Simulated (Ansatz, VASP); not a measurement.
# Cu in VASP and in Ansatz

```
Cu
1.0
     0.00000    3.42361    3.42361
     3.42361    0.00000    3.42361
     3.42361    3.42361    0.00000
Cu
4
Direct
  0.62500 0.62500 0.62500
  0.12500 0.62500 0.62500
  0.62500 0.12500 0.62500
  0.62500 0.62500 0.12500
```

Alike in both runs: functional PBE; k mesh 12 × 12 × 12; occupations gaussian, width 0.1 eV; no spin polarisation.

Ansatz relaxed the structure, and its values are those at the end. VASP's run is a single point on that final structure, the one shown.

|  | VASP | Ansatz |
| --- | --- | --- |
| version | VASP 6.6.1 | Ansatz 0.2.0 |
| potentials or method | VASP PAW PBE potentials, release 64 (Cu) | scalar-relativistic, plane waves, PAW |
| plane-wave cutoff (eV) | 520 | 420 |
| valence electrons in the cell | 44 | 76 |

|  | VASP | Ansatz | Ansatz less VASP |
| --- | --- | --- | --- |
| gap on the k mesh at the Fermi level (eV) | none | none | - |
| pressure (GPa) | 0.3 | 0.0 | -0.24 |

A gap of «none» marks a metal or a gap that the smearing closes. The two sets of potentials don't hold the same shells in valence.
